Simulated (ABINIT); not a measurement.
# PbSe (Clausthalite) (Fm-3m) in ABINIT: settings compared

Aim: see how the results for PbSe (Clausthalite) move with the level of theory and the settings. Levels: PW91, LDA-PZ, OLYP, LDA-Teter. Tasks: band structure, equation of state.

Program: ABINIT 10.8.3 (patched build). These are calculated values, not measurements. Logs are shortened: lines on timing, memory, paths and dates and some standing lists are left out, and cuts for length are marked. The log counts tension as positive stress, the text compression.

**What was measured.**

From a printed reference work, monograph, for a bulk crystal of PbSe: band gap 0.15 eV (direct) at 4.2 K; band gap 0.28 eV (direct) at 300 K.

The runs below are set against these values where they give the same quantity.

### 1 Starting point

Symmetry: Fm-3m, No. 225, cubic system. Conventional cell: a = 6.121 Å, b = 6.121 Å, c = 6.121 Å, α = 90.00°, β = 90.00°, γ = 90.00°. Pb (site symmetry m-3m) is surrounded by 6 Se at 3.06 Å. Se (site symmetry m-3m) has 6 Pb at 3.06 Å as nearest neighbours.

### 2 Band structure, PW91

The input, run.abi:

```
ndtset 2

pp_dirpath "./"
pseudos "Pb.GGA_PBE-JTH_sp.xml, Se.GGA_PBE-JTH.xml"

acell 8.1795146323 8.1795146323 8.1795146323
rprim
     0.0000000000     0.7071067812     0.7071067812
     0.7071067812     0.0000000000     0.7071067812
     0.7071067812     0.7071067812     0.0000000000
ntypat 2
znucl 82 34
natom 2
typat 1 2
xred
     0.0000000000     0.0000000000     0.0000000000
     0.5000000000     0.5000000000     0.5000000000

ecut 15.0
pawecutdg 30.0

ixc -109134

occopt 3
tsmear 0.05 eV

nstep 100

iomode 3
prtwf 0
prteig 0
prtebands 0
prtden1 1

kptopt1 1
ngkpt1 8 8 8
nshiftk1 1
shiftk1 0.0 0.0 0.0
nband1 9
tolvrs1 1.0e-9

iscf2 -2
getden2 1
nband2 13
nbdbuf2 2
tolwfr2 1.0e-12
kptopt2 -9
ndivsm2 5
prteig2 1
prtvol2 -3
kptbounds2
     0.0000000000     0.0000000000     0.0000000000
     0.5000000000     0.0000000000     0.5000000000
     0.5000000000     0.2500000000     0.7500000000
     0.3750000000     0.3750000000     0.7500000000
     0.0000000000     0.0000000000     0.0000000000
     0.5000000000     0.5000000000     0.5000000000
     0.6250000000     0.2500000000     0.6250000000
     0.5000000000     0.2500000000     0.7500000000
     0.5000000000     0.5000000000     0.5000000000
     0.3750000000     0.3750000000     0.7500000000
```

Potentials or basis: JTH PAW PBE v2.0 sp.

Command:

```console
$ abinit run.abi > log 2>&1
```

run.abo:

```text
.Version 10.8.3 of ABINIT
 DATASET    1 : space group Fm -3 m (#225); Bravais cF (face-center cubic)
================================================================================
 Values of the parameters that define the memory need for DATASET  1.
     intxc =       0    ionmov =       0      iscf =      17    lmnmax =      13
     lnmax =       5     mgfft =      30  mpssoang =       3    mqgrid =    3001
     natom =       2  nloc_mem =       2    nspden =       1   nspinor =       1
    nsppol =       1      nsym =      48    n1xccc =       1    ntypat =       2
    occopt =       3   xclevel =       2
       mpw =        1084          nfft =       27000          nkpt =          29
 PAW method is used; the additional fine FFT grid is defined by:
   mgfftf=        45    nfftf =     91125
================================================================================
================================================================================

 DATASET    2 : space group Fm -3 m (#225); Bravais cF (face-center cubic)
================================================================================
 Values of the parameters that define the memory need for DATASET  2.
     intxc =       0    ionmov =       0      iscf =      -2    lmnmax =      13
     lnmax =       5     mgfft =      30  mpssoang =       3    mqgrid =    3001
     natom =       2  nloc_mem =       2    nspden =       1   nspinor =       1
    nsppol =       1      nsym =      48    n1xccc =       1    ntypat =       2
    occopt =       3   xclevel =       2
       mpw =        1089          nfft =       27000          nkpt =          87
 PAW method is used; the additional fine FFT grid is defined by:
   mgfftf=        45    nfftf =     91125
================================================================================
================================================================================

--------------------------------------------------------------------------------
------------- Echo of variables that govern the present computation ------------
--------------------------------------------------------------------------------
 -outvars: echo values of preprocessed input variables --------
            acell      8.1795146323E+00  8.1795146323E+00  8.1795146323E+00 Bohr
              amu      2.07200000E+02  7.89600000E+01
             ecut      1.50000000E+01 Hartree
           getden1          0
           getden2          1
             iscf1         17
             iscf2         -2
              ixc     -109134
           jdtset        1    2
           kptopt1          1
           kptopt2         -9
         kptrlatt        8    0    0      0    8    0      0    0    8
          kptrlen1     6.54361171E+01
          kptrlen2     3.00000000E+01
            natom           2
            nband1          9
            nband2         13
           nbdbuf1          0
           nbdbuf2          2
           ndtset           2
           ndivsm1          0
           ndivsm2          5
            ngfft          30      30      30
          ngfftdg          45      45      45
             nkpt1         29
             nkpt2         87
            nstep         100
             nsym          48
           ntypat           2
           occopt           3
        pawecutdg      3.00000000E+01 Hartree
         pawxcdev           0
        prtebands           0
           prteig1          0
           prteig2          1
           prtvol1          0
           prtvol2         -3
            prtwf           0
            rprim      0.0000000000E+00  7.0710678120E-01  7.0710678120E-01
                       7.0710678120E-01  0.0000000000E+00  7.0710678120E-01
                       7.0710678120E-01  7.0710678120E-01  0.0000000000E+00
           shiftk1     0.00000000E+00  0.00000000E+00  0.00000000E+00
           shiftk2     5.00000000E-01  5.00000000E-01  5.00000000E-01
          spgroup         225
           tolvrs1     1.00000000E-09
           tolvrs2     0.00000000E+00
           tolwfr1     0.00000000E+00
           tolwfr2     1.00000000E-12
           tsmear      1.83746611E-03 Hartree
            typat      1  2
           useylm           1
           xangst      0.0000000000E+00  0.0000000000E+00  0.0000000000E+00
[... 238 lines left out ...]
--------------------------------------------------------------------------------

================================================================================
 Non-SCF case, kpt    1 (  0.00000  0.00000  0.00000), residuals and eigenvalues=
  4.32E-13  8.63E-13  4.06E-13  6.35E-13  5.76E-13  4.94E-13  8.13E-13  1.89E-13
  2.97E-13  8.31E-13  4.48E-13  6.85E-13  1.76E-11
 -4.9460E-01 -2.2860E-01 -6.1788E-02 -6.1788E-02 -6.1788E-02  1.7843E-01
  1.7843E-01  1.7843E-01  2.3602E-01  2.3602E-01  2.3602E-01  2.9687E-01
  2.9687E-01
 Non-SCF case, kpt    2 (  0.03571  0.00000  0.03571), residuals and eigenvalues=
  5.65E-13  6.46E-13  9.62E-13  6.32E-13  6.67E-13  9.80E-13  3.37E-13  4.44E-13
  3.46E-13  9.58E-14  8.17E-13  5.29E-13  6.10E-13
 -4.9411E-01 -2.3024E-01 -6.2541E-02 -6.2541E-02 -5.8908E-02  1.6792E-01
  1.7750E-01  1.7750E-01  2.3266E-01  2.3924E-01  2.3924E-01  2.9724E-01
[... 497 lines left out ...]
  1.3053E-01  1.9009E-01  2.3874E-01  3.2836E-01  3.3626E-01  3.6278E-01
  3.7117E-01
 Non-SCF case, kpt   86 (  0.38889  0.38889  0.72222), residuals and eigenvalues=
  6.64E-13  6.17E-13  7.37E-13  8.08E-13  5.77E-13  6.70E-13  3.71E-13  7.33E-13
  6.27E-13  1.16E-13  1.79E-13  4.00E-13  1.38E-13
 -4.4687E-01 -2.9578E-01 -1.5737E-01 -9.0141E-02 -7.6767E-02  1.2143E-01
  1.4171E-01  2.0019E-01  2.2657E-01  3.3685E-01  3.3939E-01  3.5941E-01
  3.6859E-01
 Non-SCF case, kpt   87 (  0.37500  0.37500  0.75000), residuals and eigenvalues=
  6.13E-13  7.16E-13  3.49E-13  5.25E-13  5.91E-13  3.82E-13  3.08E-13  7.28E-13
  4.69E-13  6.26E-13  5.31E-13  3.96E-13  8.99E-13
 -4.4643E-01 -2.9208E-01 -1.6271E-01 -9.4446E-02 -8.2971E-02  1.3069E-01
  1.5177E-01  2.0660E-01  2.1581E-01  3.4343E-01  3.4387E-01  3.5812E-01
  3.6538E-01

--- !ResultsGS
iteration_state: {dtset: 2, }
comment   : Summary of ground state results
lattice_vectors:
- [  0.0000000,   5.7837903,   5.7837903, ]
- [  5.7837903,   0.0000000,   5.7837903, ]
- [  5.7837903,   5.7837903,   0.0000000, ]
lattice_lengths: [   8.17951,    8.17951,    8.17951, ]
lattice_angles: [ 60.000,  60.000,  60.000, ] # degrees, (23, 13, 12)
lattice_volume:   3.8696136E+02
convergence: {deltae:  0.000E+00, res2:  0.000E+00, residm:  9.973E-13, diffor:  0.000E+00, }
etotal    :  -1.33525995E+01
entropy   :   0.00000000E+00
fermie    :   1.03690453E-02
cartesian_stress_tensor: null
pressure_GPa: null
xred      :
- [  0.0000E+00,   0.0000E+00,   0.0000E+00, Pb]
- [  5.0000E-01,   5.0000E-01,   5.0000E-01, Se]
cartesian_forces: null
force_length_stats: {min: null, max: null, mean: null, }
...

 Integrated electronic density in atomic spheres:
 ------------------------------------------------
 Atom  Sphere_radius  Integrated_density
    1        2.91365          2.52919534
    2        2.21132          3.91875242

================================================================================

 ----iterations are completed or convergence reached----

 Mean square residual over all n,k,spin=   54.555E-14; max=  99.735E-14
 reduced coordinates (array xred) for    2 atoms
       0.000000000000      0.000000000000      0.000000000000
       0.500000000000      0.500000000000      0.500000000000

 cartesian coordinates (angstrom) at end:
    1      0.00000000000000     0.00000000000000     0.00000000000000
    2      3.06064999797024     3.06064999797024     3.06064999797024
 length scales=  8.179514632300  8.179514632300  8.179514632300 bohr
              =  4.328412736724  4.328412736724  4.328412736724 angstroms
 Eigenvalues (hartree) for nkpt=  87  k points:
 kpt#   1, nband= 13, wtk=  1.00000, kpt=  0.0000  0.0000  0.0000 (reduced coord)
  -0.49460   -0.22860   -0.06179   -0.06179   -0.06179    0.17843    0.17843    0.17843
   0.23602    0.23602    0.23602    0.29687    0.29687
 kpt#   2, nband= 13, wtk=  1.00000, kpt=  0.0357  0.0000  0.0357 (reduced coord)
  -0.49411   -0.23024   -0.06254   -0.06254   -0.05891    0.16792    0.17750    0.17750
   0.23266    0.23924    0.23924    0.29724    0.30097
 kpt#   3, nband= 13, wtk=  1.00000, kpt=  0.0714  0.0000  0.0714 (reduced coord)
  -0.49268   -0.23477   -0.06474   -0.06474   -0.05091    0.14374    0.17552    0.17552
   0.22426    0.24799    0.24799    0.29835    0.30534
 kpt#   4, nband= 13, wtk=  1.00000, kpt=  0.1071  0.0000  0.1071 (reduced coord)
  -0.49032   -0.24121   -0.06822   -0.06822   -0.03968    0.11572    0.17383    0.17383
   0.21355    0.26060    0.26060    0.30017    0.30918
 kpt#   5, nband= 13, wtk=  1.00000, kpt=  0.1429  0.0000  0.1429 (reduced coord)
  -0.48711   -0.24849   -0.07272   -0.07272   -0.02874    0.09039    0.17332    0.17332
   0.20228    0.27564    0.27564    0.30265    0.31380
 kpt#   6, nband= 13, wtk=  1.00000, kpt=  0.1786  0.0000  0.1786 (reduced coord)
  -0.48313   -0.25574   -0.07795   -0.07795   -0.02477    0.07524    0.17435    0.17435
[... 230 lines left out ...]
  -0.45065   -0.30872   -0.12018   -0.07262   -0.05081    0.08038    0.10639    0.15860
   0.26489    0.31706    0.33475    0.37006    0.37488
 kpt#  84, nband= 13, wtk=  1.00000, kpt=  0.4167  0.4167  0.6667 (reduced coord)
  -0.44919   -0.30444   -0.13542   -0.07906   -0.06072    0.09568    0.11859    0.17625
   0.25173    0.32100    0.33473    0.36660    0.37324
 kpt#  85, nband= 13, wtk=  1.00000, kpt=  0.4028  0.4028  0.6944 (reduced coord)
  -0.44786   -0.30001   -0.14806   -0.08497   -0.06936    0.10960    0.13053    0.19009
   0.23874    0.32836    0.33626    0.36278    0.37117
 kpt#  86, nband= 13, wtk=  1.00000, kpt=  0.3889  0.3889  0.7222 (reduced coord)
  -0.44687   -0.29578   -0.15737   -0.09014   -0.07677    0.12143    0.14171    0.20019
   0.22657    0.33685    0.33939    0.35941    0.36859
 kpt#  87, nband= 13, wtk=  1.00000, kpt=  0.3750  0.3750  0.7500 (reduced coord)
  -0.44643   -0.29208   -0.16271   -0.09445   -0.08297    0.13069    0.15177    0.20660
   0.21581    0.34343    0.34387    0.35812    0.36538

== END DATASET(S) ==============================================================
================================================================================

 -outvars: echo values of variables after computation  --------
            acell      8.1795146323E+00  8.1795146323E+00  8.1795146323E+00 Bohr
           etotal1    -1.3352599458E+01
            fcart1    -0.0000000000E+00 -0.0000000000E+00 -0.0000000000E+00
                      -0.0000000000E+00 -0.0000000000E+00 -0.0000000000E+00
            rprim      0.0000000000E+00  7.0710678120E-01  7.0710678120E-01
                       7.0710678120E-01  0.0000000000E+00  7.0710678120E-01
                       7.0710678120E-01  7.0710678120E-01  0.0000000000E+00
           strten1    -7.7039251047E-05 -7.7039251047E-05 -7.7039251047E-05
                       0.0000000000E+00  0.0000000000E+00  0.0000000000E+00
           xangst      0.0000000000E+00  0.0000000000E+00  0.0000000000E+00
                       3.0606499980E+00  3.0606499980E+00  3.0606499980E+00
             xred      0.0000000000E+00  0.0000000000E+00  0.0000000000E+00
                       5.0000000000E-01  5.0000000000E-01  5.0000000000E-01
 Calculation completed.
```

Wall time 37 s (1 thread of Arm Neoverse V1, shared host); peak memory 0.12 GiB.

What came out:

* Free energy: -363.3427 eV
* Pressure: 2.3 GPa
* Band gap on the k mesh: 0.31 eV, direct
* Band gap along the path: 0.31 eV, direct
* Valence electrons inside the program's atomic spheres: Pb 2.53; Se 3.92

Levels at the corners of the path, in eV from the valence-band top:
| point | band 1 | band 2 | band 3 | band 4 | band 5 | band 6 | band 7 | band 8 | band 9 | band 10 |
| --- | --- | --- | --- | --- | --- | --- | --- | --- | --- | --- |
| Γ | -13.59 | -6.35 | -1.81 | -1.81 | -1.81 | 4.73 | 4.73 | 4.73 | 6.30 | 6.30 |
| X | -12.31 | -7.43 | -4.96 | -3.19 | -3.19 | 3.70 | 5.63 | 5.63 | 6.08 | 8.97 |
| W | -12.24 | -8.06 | -4.21 | -4.21 | -0.77 | 1.88 | 5.01 | 5.01 | 7.47 | 7.47 |
| K | -12.27 | -8.07 | -4.55 | -2.70 | -2.38 | 3.43 | 4.00 | 5.50 | 5.75 | 9.22 |
| Γ | -13.59 | -6.35 | -1.81 | -1.81 | -1.81 | 4.73 | 4.73 | 4.73 | 6.30 | 6.30 |
| L | -12.51 | -8.83 | -1.45 | -1.45 | 0.00 | 0.31 | 1.70 | 1.70 | 8.04 | 9.21 |
| U | -12.27 | -8.07 | -4.55 | -2.70 | -2.38 | 3.43 | 4.00 | 5.50 | 5.75 | 9.22 |
| W | -12.24 | -8.06 | -4.21 | -4.21 | -0.77 | 1.88 | 5.01 | 5.01 | 7.47 | 7.47 |
| L | -12.51 | -8.83 | -1.45 | -1.45 | 0.00 | 0.31 | 1.70 | 1.70 | 8.04 | 9.21 |
| K | -12.27 | -8.07 | -4.55 | -2.70 | -2.38 | 3.43 | 4.00 | 5.50 | 5.75 | 9.22 |

Caveat: the PAW data sets were made with another functional, which shifts forces and pressure a little; spin-orbit coupling is left out, which as a rule narrows the gap of such compounds by several tenths of an eV; this set keeps more shells in the core, which shifts pressures and gaps.

### 3 Equation of state, LDA-PZ

The input, run.abi:

```
ndtset 7
getwfk -1
scalecart1 3*0.9795861087
scalecart2 3*0.9864848297
scalecart3 3*0.9932883884
scalecart4 3*1.0000000000
scalecart5 3*1.0066227096
scalecart6 3*1.0131594038
scalecart7 3*1.0196128224

pp_dirpath "./"
pseudos "Pb.LDA_PW-JTH.xml, Se.LDA_PW-JTH.xml"

acell 3*1.0
rprim
     0.0000000000     5.7837902633     5.7837902633
     5.7837902633     0.0000000000     5.7837902633
     5.7837902633     5.7837902633     0.0000000000
ntypat 2
znucl 82 34
natom 2
typat 1 2
xred
     0.0000000000     0.0000000000     0.0000000000
     0.5000000000     0.5000000000     0.5000000000

ecut 17.0
pawecutdg 34.0

kptopt 1
ngkpt 8 8 8
nshiftk 1
shiftk 0.0 0.0 0.0

ixc 2

nband 14
occopt 3
tsmear 0.05 eV

nstep 100
tolvrs 1.0e-9

iomode 3
prtwf 1
prtden 0
prteig 0
prtebands 0
enunit 2
```

Potentials or basis: JTH PAW LDA v2.0.

Command:

```console
$ abinit run.abi > log 2>&1
```

Run time: 96 s. Hardware: 1 thread of Arm Neoverse V1, shared host; peak memory 0.13 GiB.

Results (log left out):

* Equilibrium volume: 27.55 Å³/atom
* Bulk modulus: 58 GPa
* Pressure derivative of the bulk modulus: 4.4 (rough: it moves with the points fitted)

Energy against volume, from the lowest point:
```
volume (Å³/atom)  energy (meV/atom)
          26.951               2.30
          27.524               0.00
          28.097               1.66
          28.671               7.62
          29.244              16.78
          29.818              28.94
          30.391              44.03
```

Caveat: the cutoff is too short for stress, so the log's stress isn't used; pressures at fixed basis lie under the slope of the energies. Spin-orbit coupling is left out, which matters for the levels of Pb.

(Part 1 of 2 ends here.)
